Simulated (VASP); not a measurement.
Runs of VASP 6.6.1 on KCl (Sylvite). The structure is cubic, space group Fm-3m (No. 225). The conventional cell has a = 6.293 Å, b = 6.293 Å, c = 6.293 Å, α = 90.00°, β = 90.00°, γ = 90.00°. K (site symmetry m-3m) has 6 Cl at 3.15 Å as nearest neighbours. Cl (site symmetry m-3m) has 6 K at 3.15 Å as nearest neighbours. 

```csv
level,potentials or basis,gap on the mesh (eV),pressure (GPa),relaxed volume (Å³/atom)
PBEsol,"VASP PAW PBE potentials, release 64 (K_sv, Cl)",5.08,0.0,30.58
PBE,"VASP PAW PBE potentials, release 64 (K_sv, Cl)",(b),0.0,32.57
LDA,"VASP PAW LDA potentials, release 64 (K_sv, Cl)",5.10,0.0,(a)
PBE+D3(BJ),"VASP PAW PBE potentials, release 64 (K_sv, Cl)",(c),0.0,30.89
r2SCAN,"VASP PAW PBE potentials, release 64 (K_sv, Cl)",5.83,0.0,31.15
```

Alike in all rows: task relaxation of cell and atoms; no spin polarisation; cell relaxed; k mesh 8 × 8 × 8; cutoff (eV) 600; smearing gaussian 0.03 eV.

**Question.** Fill in the values left out.

**Answer.** (a) 28.19; (b) 5.04; (c) 5.22.

Caveats: the PAW data sets were made with another functional, which shifts forces and pressure a little (some runs).

A k mesh can miss the band edges.

Not every run made on this cell is shown here.
